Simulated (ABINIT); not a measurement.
Crystal: BAs.

```xyz
2
Lattice="0.0000 2.3885 2.3885 2.3885 0.0000 2.3885 2.3885 2.3885 0.0000" Properties=species:S:1:pos:R:3 pbc="T T T"
As    3.5827    3.5827    3.5827
B     0.0000    0.0000    0.0000
```

Base run:

- Program: ABINIT 10.8.3 (patched build)
- Functional: OLYP
- Potentials or basis: JTH PAW PBE v2.0
- Cutoff: 408 eV
- k mesh: 10 × 10 × 10
- Occupations: fermi-dirac, width 0.05 eV
- Spin: no spin polarisation

Its results: band gap on the k mesh 1.31 eV, indirect (least direct gap 3.28 eV); pressure 2.4 GPa.

Problem. The run is repeated on the same cell with these changes: functional from OLYP to PBE. What comes out?

Solution. Band gap on the k mesh 1.18 eV, indirect (least direct gap 3.27 eV); pressure 2.8 GPa.

Caveats: the PAW data sets were made with another functional, which shifts forces and pressure a little (some runs).
